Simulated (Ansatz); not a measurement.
Ge, DFT, PBE, all-electron LAPW, scalar-relativistic (Ansatz 0.2.0), run on 1 thread of Arm Neoverse V2 on a shared host.

The structure is an experimental refinement, used without relaxation. The listed cell was then made from it by scaling, straining or moving an atom.

Command: `ansatz run input.yaml --threads 1 --pin off --max-ram 3072MiB --backend cpu --events-out ev --progress --plain --runs-dir out`

```yaml
crystal:
  lattice:
    - [0.0, 2.82877, 2.9136331]
    - [2.82877, 0.0, 2.9136331]
    - [2.82877, 2.82877, 0.0]
  atoms:
    - { symbol: Ge, position: [0.5, 0.5, 0.5] }
    - { symbol: Ge, position: [0.75, 0.75, 0.75] }
kpoints:
  mp_grid: { grid: [10, 10, 10] }
  band_path:
    path:
      - [0.0, 0.0, 0.0]
      - [0.0, 0.5, 0.5]
      - [0.25, 0.75, 0.5]
      - [0.0, 0.5, 0.0]
      - [0.0, 0.0, 0.0]
      - [0.5, 0.5, 0.0]
      - [0.3678244886, 0.6321755114, 0.0]
      - [-0.3678244886, 0.3678244886, 0.0]
      - [0.0, 0.0, 0.0]
    npoints: 5
scf:
  occupations: { method: fermi_dirac, width: 0.05 }
hamiltonian:
  xc: pbe
  pseudopotentials: { kind: all_electron, lapw: { basis_error: 0.00025 } }
output:
  forces: true
  stress: true
  eigenvalues: true
```

(1) How large is the problem that the program sets up?

(2) Estimate the wall time and the peak memory.

Answers

(1) 102 irreducible k-points, 733 plane waves at Γ, 27 bands.

(2) 42 s of wall time for 6 SCF iterations, with a peak of 0.56 GiB. Times on shared machines scatter by tens of per cent.
